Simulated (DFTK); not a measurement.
Ba under changes of volume

One of the cells (62.989 Å³/atom); the others are scaled copies at fixed shape and fractional positions:

```
Ba
1.0
    -2.50650    2.50650    2.50650
     2.50650   -2.50650    2.50650
     2.50650    2.50650   -2.50650
Ba
1
Direct
  0.00000 0.00000 0.00000
```

```yaml
Program: DFTK 0.8.2
Functional: PBE
Potentials_or_basis: dojo.nc.sr.pbe.v0_4_1.standard.upf (PBE)
Cutoff: 762 eV
k_mesh: 8 × 8 × 8
Occupations: fermi-dirac, width 0.05 eV
Spin: no spin polarisation
```

```tsv
volume (Å³/atom)	energy over the lowest point (meV/atom)	pressure (GPa)
59.209	7.21	0.6
60.469	3.12	0.4
61.729	0.77	0.2
62.989	0.00	0.0
64.249	?	?
65.508	2.73	-0.3
66.768	6.00	-0.5
```

Question: What does the run at 64.249 Å³/atom give?

Answer: Energy over the lowest point 0.70 meV/atom; pressure -0.2 GPa.

Worked out: A Birch-Murnaghan fit of order 3 (a polynomial in V^(-2/3)) to the other rows has its minimum at 63.00 Å³/atom with B0 = V·E''(V) = 9.3 GPa and B' = 3.2. It gives 0.70 meV/atom at 64.249 Å³/atom, against the run's 0.70, and -dE/dV = -0.2 GPa, against -0.2.

Energies are extrapolated to zero smearing.

Caveats: this release of the barium file is off.
